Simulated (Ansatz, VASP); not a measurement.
**CaSe: VASP beside Ansatz**

```
CELL_PARAMETERS angstrom
0.00000 3.80957 2.47622
3.80957 0.00000 2.47622
3.80957 3.80957 0.00000
ATOMIC_POSITIONS crystal
Ca 0.00000 0.00000 0.00000
Se 0.75000 0.75000 0.75000
```

Alike in both runs: task single point; functional PBEsol; k mesh 8 × 8 × 8; occupations gaussian, width 0.05 eV; no spin polarisation.

|  | VASP | Ansatz |
| --- | --- | --- |
| version | VASP 6.6.1 | Ansatz 0.2.0 |
| potentials or method | VASP PAW PBE potentials, release 64 (Ca_sv, Se) | scalar-relativistic, plane waves, PAW |
| plane-wave cutoff (eV) | 520 | 420 |
| valence electrons in the cell | 16 | 26 |

|  | VASP | Ansatz | Ansatz less VASP |
| --- | --- | --- | --- |
| gap on the k mesh at the Fermi level (eV) | 2.11 | 2.10 | -0.001 |
| least direct gap on the mesh (eV) | 2.21 | 2.20 | -0.003 |
| pressure (GPa) | -4.5 | -4.6 | -0.08 |
| largest component of the traceless stress (GPa) | 1.55 | 1.60 | +0.046 |

With one functional, cell and mesh, what is left measures potentials, basis and numerics. The two sets of potentials don't hold the same shells in valence.

Caveats: the PAW data sets were made with another functional, which shifts forces and pressure a little (VASP). A k mesh can miss the band edges. Expect the measured gap to be larger: semilocal functionals such as PBEsol lack the derivative discontinuity.
